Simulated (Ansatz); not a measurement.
GaCuSe2 under changes of volume

One of the cells (18.755 Å³/atom); the others are scaled copies at fixed shape and fractional positions:

```xyz
4
Lattice="3.7744 0.0000 0.0000 0.0000 3.7744 0.0000 0.0000 0.0000 5.2659" Properties=species:S:1:pos:R:3 pbc="T T T"
Se    1.8872    1.8872    0.0000
Se    0.0000    0.0000    2.6329
Ga    1.8872    1.8872    2.6329
Cu    0.0000    0.0000    0.0000
```

Measurements of this composition are mostly on another form, of space group No. 122.

| Property | Result |
| --- | --- |
| Program | Ansatz 0.2.0 |
| Functional | PBE |
| Potentials or basis | Ansatz PAW |
| Cutoff | 420 eV (not typed: the program's choice for these potentials) |
| k mesh | 7 × 7 × 5 |
| Occupations | fermi-dirac, width 0.05 eV |
| Spin | no spin polarisation |

```csv
volume (Å³/atom),energy over the lowest point (meV/atom),pressure (GPa)
17.629,18.57,5.5
18.005,8.10,3.5
18.380,?,?
18.755,0.00,0.1
19.130,1.43,-1.3
19.505,5.97,-2.5
19.880,13.29,-3.6
```

Q: What does the run at 18.380 Å³/atom give?

A: Energy over the lowest point 2.08 meV/atom; pressure 1.7 GPa.

Worked out: A Birch-Murnaghan fit of order 3 (a polynomial in V^(-2/3)) to the other rows has its minimum at 18.78 Å³/atom with B0 = V·E''(V) = 74 GPa and B' = 4.8 at fixed shape and positions, which overstates the stiffness. It gives 2.08 meV/atom at 18.380 Å³/atom, against the run's 2.08, and -dE/dV = 1.7 GPa, against 1.7.

Energies are extrapolated to zero smearing.

Caveats: the run has no spin polarisation, though such a crystal can be magnetic.
